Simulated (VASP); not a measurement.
# GaP (F-43m) in VASP: further runs

One crystal, GaP, is run at these levels: LDA; tasks: single point, relaxation of cell and atoms.

All numbers are computed with VASP 6.6.1; they aren't measurements. Logs are shortened: lines on timing, memory, paths and dates and some standing lists are left out, and cuts for length are marked.

**Experimental background.**

“Stacking defects in GaP nanowires: Electronic structure and optical properties”, 2018, arxiv:1810.01194 quotes, for a bulk crystal of GaP at 10 K: band gap 2.34 eV (indirect).

How close the calculation comes is told below.

## Step 1: The crystal as given

It takes space group F-43m (No. 216, cubic). The conventional cell has a = 5.391 Å, b = 5.391 Å, c = 5.391 Å, α = 90.00°, β = 90.00°, γ = 90.00°. Ga (site symmetry -43m) has 4 P at 2.33 Å as nearest neighbours. Around P (site symmetry -43m) lie 4 Ga at 2.33 Å.

## Step 2: Single point, LDA

Input file INCAR:

```
PREC = Accurate
ENCUT = 520
EDIFF = 1E-6
ISMEAR = 0
SIGMA = 0.02
LREAL = F
LASPH = T
NELM = 80
ALGO = Normal
ISIF = 2
LWAVE = F
LCHARG = T
GGA = CA
LELF = T
LVHAR = T
NBANDS = 16
```

Input file KPOINTS:

```
Automatic mesh
0
Gamma
  8 8 8
```

Input file POSCAR:

```
GaP
1.0
    0.0000000000      2.6956500742      2.6956500742
    2.6956500742      0.0000000000      2.6956500742
    2.6956500742      2.6956500742      0.0000000000
Ga P
1 1
Direct
    0.0000000000      0.0000000000      0.0000000000
    0.2500000000      0.2500000000      0.2500000000
```

Potentials or basis: VASP PAW LDA potentials, release 64 (Ga_d, P).

On the command line:

```sh
> cat potpaw_LDA.64/Ga_d/POTCAR potpaw_LDA.64/P/POTCAR > POTCAR
> mpirun -np 1 vasp_std > vasp.out
```

OUTCAR:

```text
PREC = Accurate
   ENCUT = 520
   EDIFF = 1E-6
   ISMEAR = 0
   LREAL = F
   LASPH = T
   NELM = 80
   ISIF = 2
   GGA = CA

 ion  position               nearest neighbor table
   1  0.000  0.000  0.000-   2 2.33   2 2.33   2 2.33   2 2.33
   2  0.250  0.250  0.250-   1 2.33   1 2.33   1 2.33   1 2.33

  LATTYP: Found a face centered cubic cell.
 ALAT       =     5.3913001484

  Lattice vectors:

 A1 = (   0.0000000000,   2.6956500742,   2.6956500742)
 A2 = (   2.6956500742,   0.0000000000,   2.6956500742)
 A3 = (   2.6956500742,   2.6956500742,   0.0000000000)

Analysis of symmetry for initial positions (statically):
=====================================================================
 Subroutine PRICEL returns:
 Original cell was already a primitive cell.

 Routine SETGRP: Setting up the symmetry group for a
 face centered cubic supercell.

 Subroutine GETGRP returns: Found 24 space group operations
 (whereof 24 operations were pure point group operations)
 out of a pool of 48 trial point group operations.

The static configuration has the point symmetry T_d .

Analysis of symmetry for dynamics (positions and initial velocities):
=====================================================================
 Subroutine PRICEL returns:
 Original cell was already a primitive cell.

 Routine SETGRP: Setting up the symmetry group for a
 face centered cubic supercell.

 Subroutine GETGRP returns: Found 24 space group operations
 (whereof 24 operations were pure point group operations)
 out of a pool of 48 trial point group operations.

The dynamic configuration has the point symmetry T_d .

 Subroutine INISYM returns: Found 24 space group operations
 (whereof 24 operations are pure point group operations),
 and found     1 'primitive' translations

----------------------------------------------------------------------------------------

                                     Primitive cell

  volume of cell :      39.1760

  direct lattice vectors                    reciprocal lattice vectors
     0.000000000  2.695650074  2.695650074    -0.185484015  0.185484015  0.185484015
     2.695650074  0.000000000  2.695650074     0.185484015 -0.185484015  0.185484015
     2.695650074  2.695650074  0.000000000     0.185484015  0.185484015 -0.185484015

  length of vectors
     3.812224894  3.812224894  3.812224894     0.321267739  0.321267739  0.321267739

  position of ions in fractional coordinates (direct lattice)
     0.000000000  0.000000000  0.000000000
     0.250000000  0.250000000  0.250000000

  ion indices of the primitive-cell ions
   primitive index   ion index
                 1           1
                 2           2

----------------------------------------------------------------------------------------

 KPOINTS: Automatic mesh

Automatic generation of k-mesh.
 Grid dimensions read from file:
 generate k-points for:    8    8    8

 Generating k-lattice:

  Cartesian coordinates                     Fractional coordinates (reciprocal lattice)
    -0.023185502  0.023185502  0.023185502     0.125000000  0.000000000  0.000000000
     0.023185502 -0.023185502  0.023185502     0.000000000  0.125000000  0.000000000
     0.023185502  0.023185502 -0.023185502     0.000000000  0.000000000  0.125000000

  Length of vectors
     0.040158467  0.040158467  0.040158467

  Shift w.r.t. Gamma in fractional coordinates (k-lattice)
     0.000000000  0.000000000  0.000000000

 Subroutine IBZKPT returns following result:
 ===========================================

 Found     29 irreducible k-points:

 Following reciprocal coordinates:
            Coordinates               Weight
  0.000000  0.000000  0.000000      1.000000
  0.125000  0.000000  0.000000      8.000000
  0.250000  0.000000  0.000000      8.000000
  0.375000  0.000000  0.000000      8.000000
  0.500000  0.000000  0.000000      4.000000
  0.125000  0.125000  0.000000      6.000000
[... 16 lines left out ...]
  0.500000  0.250000  0.125000     48.000000
 -0.375000  0.250000  0.125000     24.000000
 [... further k-points ...]
   k-points           NKPTS =     29   k-points in BZ     NKDIM =     29   number of bands    NBANDS=     16
   number of dos      NEDOS =    301   number of ions     NIONS =      2
   total plane-waves  NPLWV =  21952
   dimension x,y,z NGX =    28 NGY =   28 NGZ =   28
   dimension x,y,z NGXF=    56 NGYF=   56 NGZF=   56
   ions per type =               1   1
   NGX,Y,Z   is equivalent  to a cutoff of  12.21, 12.21, 12.21 a.u.
   NGXF,Y,Z  is equivalent  to a cutoff of  24.42, 24.42, 24.42 a.u.
 SYSTEM =  unknown system
   PREC   = accura    normal or accurate (medium, high low for compatibility)
   ISTART =      0    job   : 0-new  1-cont  2-samecut
   ICHARG =      2    charge: 1-file 2-atom 10-const
   ISPIN  =      1    spin polarized calculation?
   LNONCOLLINEAR =      F non collinear calculations
   LSORBIT =      F    spin-orbit coupling
   LASPH  =      T    aspherical Exc in radial PAW
   ENCUT  =  520.0 eV  38.22 Ry    6.18 a.u.   7.09  7.09  7.09*2*pi/ulx,y,z
   NELM   =     80;   NELMIN=  2; NELMDL= -5     # of ELM steps
   EDIFF  = 0.1E-05   stopping-criterion for ELM
   LREAL  =      F    real-space projection
[... 7 lines left out ...]
   TEBEG  =    0.0;   TEEND  =   0.0 temperature during run
   PSTRESS=    0.0 pullay stress
   NELECT =      18.0000    total number of electrons
   NUPDOWN=      -1.0000    fix difference up-down
   EMIN   =  10.00;   EMAX   =-10.00  energy-range for DOS
   EFERMI =   0.00;   METHOD = LEGACY
   ISMEAR =     0;   SIGMA  =   0.02  broadening in eV -4-tet -1-fermi 0-gaus
   EFERMI_NEDOS =   21; number of points for ismear=-14 and -15
   IALGO  =     38    algorithm
   IMIX   =      4    mixing-type and parameters
     AMIX     =   0.40;   BMIX     =  1.00
     AMIX_MAG =   1.60;   BMIX_MAG =  1.00
  volume/ion in A,a.u.               =      19.59       132.19
  Fermi-wavevector in a.u.,A,eV,Ry     =   1.263258  2.387212 21.712469  1.595821
  Thomas-Fermi vector in A             =   2.396624
   LORBIT       =      0    0 simple, 1 ext, 2 COOP (PROOUT), +10 PAW based schemes
   GGA     = CA    functional components
   LHFCALC =     F    Hartree Fock is set to
   AEXX    =    0.0000 exact exchange contribution
   IVDW    =     0    specifies the selected vdW correction
   LEPSILON=     F    determine dielectric tensor
   LRPA    =     F    only Hartree local field effects (RPA)
 non-spin polarized calculation
 Gauss-broadening in eV      SIGMA  =   0.02
  energy-cutoff  :      520.00
  volume of cell :       39.18
 maximum number of plane-waves:      1067
   NGX = 15   NGY = 15   NGZ = 15

 number of electron      17.9999998 magnetization

 Free energy of the ion-electron system (eV)
  ---------------------------------------------------
  ext. energy  EPLUGINS =         0.00000000
  ---------------------------------------------------
  free energy    TOTEN  =       -10.45076675 eV

  energy without entropy =      -10.45076675  energy(sigma->0) =      -10.45076675

 E-fermi :   4.9422     XC(G=0): -10.3108

 val. band max:        4.8484765710   @ k =   0.0000   0.0000   0.0000
 cond. band min:       6.2781654112   @ k =   0.5000   0.5000   0.0000
 fundamental gap:      1.4296888403
 Fermi energy:         4.9422015887

 k-point     1 :       0.0000    0.0000    0.0000
  band No.  band energies     occupation
      1      -9.9173      2.00000
      2      -9.9173      2.00000
      3      -9.9173      2.00000
      4      -9.8090      2.00000
      5      -9.8090      2.00000
      6      -7.9120      2.00000
[... 8 lines left out ...]
     15      14.6926      0.00000
     16      14.6926      0.00000

 k-point     2 :       0.1250    0.0000    0.0000
  band No.  band energies     occupation
      1      -9.9319      2.00000
      2      -9.9121      2.00000
      3      -9.9121      2.00000
      4      -9.8090      2.00000
      5      -9.8090      2.00000
      6      -7.7009      2.00000
[... 8 lines left out ...]
     15      14.0101      0.00000
     16      14.4241      0.00000

 k-point     3 :       0.2500    0.0000    0.0000
  band No.  band energies     occupation
      1      -9.9637      2.00000
      2      -9.9012      2.00000
      3      -9.9012      2.00000
      4      -9.8076      2.00000
      5      -9.8076      2.00000
      6      -7.1006      2.00000
[... 8 lines left out ...]
     15      13.8109      0.00000
     16      14.6124      0.00000

 k-point     4 :       0.3750    0.0000    0.0000
  band No.  band energies     occupation
      1      -9.9924      2.00000
      2      -9.8929      2.00000
      3      -9.8929      2.00000
      4      -9.8035      2.00000
      5      -9.8035      2.00000
      6      -6.2524      2.00000
[... 8 lines left out ...]
     15      15.0519      0.00000
     16      15.0519      0.00000

 k-point     5 :       0.5000    0.0000    0.0000
  band No.  band energies     occupation
      1     -10.0036      2.00000
      2      -9.8903      2.00000
      3      -9.8903      2.00000
      4      -9.8008      2.00000
      5      -9.8008      2.00000
      6      -5.7186      2.00000
[... 8 lines left out ...]
     15      16.6193      0.00000
     16      16.6193      0.00000

 k-point     6 :       0.1250    0.1250    0.0000
  band No.  band energies     occupation
      1      -9.9412      2.00000
      2      -9.9073      2.00000
      3      -9.9073      2.00000
      4      -9.8136      2.00000
      5      -9.8054      2.00000
      6      -7.6310      2.00000
[... 8 lines left out ...]
     15      14.8128      0.00000
     16      14.9415      0.00000

 k-point     7 :       0.2500    0.1250    0.0000
  band No.  band energies     occupation
      1      -9.9662      2.00000
      2      -9.8980      2.00000
      3      -9.8957      2.00000
      4      -9.8171      2.00000
      5      -9.8021      2.00000
      6      -7.1596      2.00000
[... 8 lines left out ...]
     15      14.9097      0.00000
     16      15.9021      0.00000

 k-point     8 :       0.3750    0.1250    0.0000
  band No.  band energies     occupation
      1      -9.9910      2.00000
      2      -9.8909      2.00000
      3      -9.8862      2.00000
      4      -9.8152      2.00000
      5      -9.7991      2.00000
      6      -6.3759      2.00000
[... 8 lines left out ...]
     15      15.6256      0.00000
     16      15.7920      0.00000

 k-point     9 :       0.5000    0.1250    0.0000
  band No.  band energies     occupation
      1     -10.0044      2.00000
      2      -9.8879      2.00000
      3      -9.8830      2.00000
      4      -9.8086      2.00000
      5      -9.7994      2.00000
      6      -5.6387      2.00000
[... 8 lines left out ...]
     15      16.6201      0.00000
     16      16.8295      0.00000
[... 172 lines left out ...]
 k-point    19 :       0.5000    0.3750    0.0000
  band No.  band energies     occupation
      1     -10.0325      2.00000
      2      -9.8566      2.00000
      3      -9.8511      2.00000
      4      -9.8413      2.00000
      5      -9.7885      2.00000
      6      -4.9973      2.00000
[... 8 lines left out ...]
     15      16.9579      0.00000
     16      18.1959      0.00000

 k-point    20 :      -0.3750    0.3750    0.0000
  band No.  band energies     occupation
      1     -10.0237      2.00000
      2      -9.8676      2.00000
      3      -9.8556      2.00000
      4      -9.8309      2.00000
      5      -9.7955      2.00000
      6      -4.7892      2.00000
[... 8 lines left out ...]
     15      15.2822      0.00000
     16      19.6620      0.00000

 k-point    21 :       0.5000    0.5000    0.0000
  band No.  band energies     occupation
      1     -10.0411      2.00000
      2      -9.8497      2.00000
      3      -9.8457      2.00000
      4      -9.8457      2.00000
      5      -9.7849      2.00000
      6      -4.7548      2.00000
[... 8 lines left out ...]
     15      17.3566      0.00000
     16      17.9176      0.00000

 k-point    22 :       0.3750    0.2500    0.1250
  band No.  band energies     occupation
      1      -9.9878      2.00000
      2      -9.8882      2.00000
      3      -9.8838      2.00000
      4      -9.8213      2.00000
      5      -9.7990      2.00000
      6      -6.5890      2.00000
[... 8 lines left out ...]
     15      16.0347      0.00000
     16      17.2620      0.00000

 k-point    23 :       0.5000    0.2500    0.1250
  band No.  band energies     occupation
      1     -10.0036      2.00000
      2      -9.8845      2.00000
      3      -9.8738      2.00000
      4      -9.8190      2.00000
      5      -9.7992      2.00000
      6      -5.7861      2.00000
[... 8 lines left out ...]
     15      16.4117      0.00000
     16      17.7205      0.00000

 k-point    24 :      -0.3750    0.2500    0.1250
  band No.  band energies     occupation
      1     -10.0094      2.00000
      2      -9.8840      2.00000
      3      -9.8703      2.00000
      4      -9.8150      2.00000
      5      -9.8010      2.00000
      6      -5.2876      2.00000
[... 8 lines left out ...]
     15      16.8444      0.00000
     16      17.4333      0.00000

 [... further k-points ...]
[... 5 lines left out ...]
  --------------------------------------------------------------------------------------
  -------------------------------------------------------------------------------------
  Total        0.0192410      0.0192410      0.0192410      0.0000000      0.0000000     -0.0000000
  in kB        0.7868962      0.7868962      0.7868962      0.0000000      0.0000000     -0.0000000
  external PRESSURE =       0.7868962 kB  Pullay stress =       0.0000000 kB

 VOLUME and BASIS-vectors are now :
 -----------------------------------------------------------------------------
  energy-cutoff  :      520.00
  volume of cell :       39.18
      direct lattice vectors                 reciprocal lattice vectors
     0.000000000  2.695650074  2.695650074    -0.185484015  0.185484015  0.185484015
     2.695650074  0.000000000  2.695650074     0.185484015 -0.185484015  0.185484015
     2.695650074  2.695650074  0.000000000     0.185484015  0.185484015 -0.185484015

 POSITION                                       TOTAL-FORCE (eV/Angst)
 -----------------------------------------------------------------------------------
      0.00000      0.00000      0.00000         0.000000      0.000000      0.000000
      1.34783      1.34783      1.34783        -0.000000     -0.000000     -0.000000
 -----------------------------------------------------------------------------------
    total drift:                                0.000000      0.000000      0.000000

  FREE ENERGIE OF THE ION-ELECTRON SYSTEM (eV)
  ---------------------------------------------------
  free  energy   TOTEN  =       -10.4507667471 eV

  energy  without entropy=      -10.4507667471  energy(sigma->0) =      -10.45076675
```

Run time: 15 s. Hardware: 1 thread of AMD EPYC 7R43 (Zen 3), shared host; peak memory 0.11 GiB.

What came out:

```yaml
Free_energy: -10.4508 eV
Pressure: 0.1 GPa
Band_gap_on_the_k_mesh: 1.43 eV, indirect (least direct gap 1.91 eV)
```

(Continued in part 2 of 2.)
